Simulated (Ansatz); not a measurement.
WC: generalised stacking fault

Theory: DFT PBEsol, scalar-relativistic, plane waves, PAW (Ansatz). Settings: plane waves to 420 eV, k-mesh 19×19×7 (Γ-centred), Gaussian smearing 0.15 eV. Spin–orbit coupling is left out, which can shift energies with elements as heavy as these. No spin polarisation. Energies are free energies at this smearing, counted from the undisturbed cell; pressure is positive in compression.

The undisturbed cell (relaxed at this level; this rock-salt form isn't the usual structure):

```
W C
1.0
    -2.17269   -2.17269    0.00000
     2.17269   -2.17269    0.00000
     0.00000    0.00000    8.69074
W C
4 4
Direct
  0.50000 0.50000 0.12500
  0.00000 0.00000 0.37500
  0.50000 0.50000 0.62500
  0.00000 0.00000 0.87500
  0.00000 0.00000 0.12500
  0.50000 0.50000 0.37500
  0.00000 0.00000 0.62500
  0.50000 0.50000 0.87500
```

The cut lies on the cell's a–b face, a (0 0 1) plane (indices in the standard cell, whose axes needn't be the Cartesian ones shown) of area 9.44 Å², between layers 2.17 Å apart. Vector c is tilted by f times 1·a − 1·b (length 4.345 Å) with the atoms' Cartesian places fixed: one unrelaxed fault a cell. The cell is metallic on the mesh throughout.

```
     f  γ (mJ/m²) shear traction, the slope of γ along the slip (GPa)
0.0000          0                                                  0.0
0.0833        174                                                 10.3
0.1667       1048                                                 41.9
0.2500       3127                                                 65.8
0.3333       5254                                                 48.9
0.4167       6596                                                 24.8
0.5000       7028                                                  0.0
```

By symmetry 0.6667 repeats 0.3333, 0.8333 repeats 0.1667 in energy, with the opposite slope along the path.

Cost: 7 runs of about 13 core-minutes in all, on Arm Neoverse V2 (shared hosts).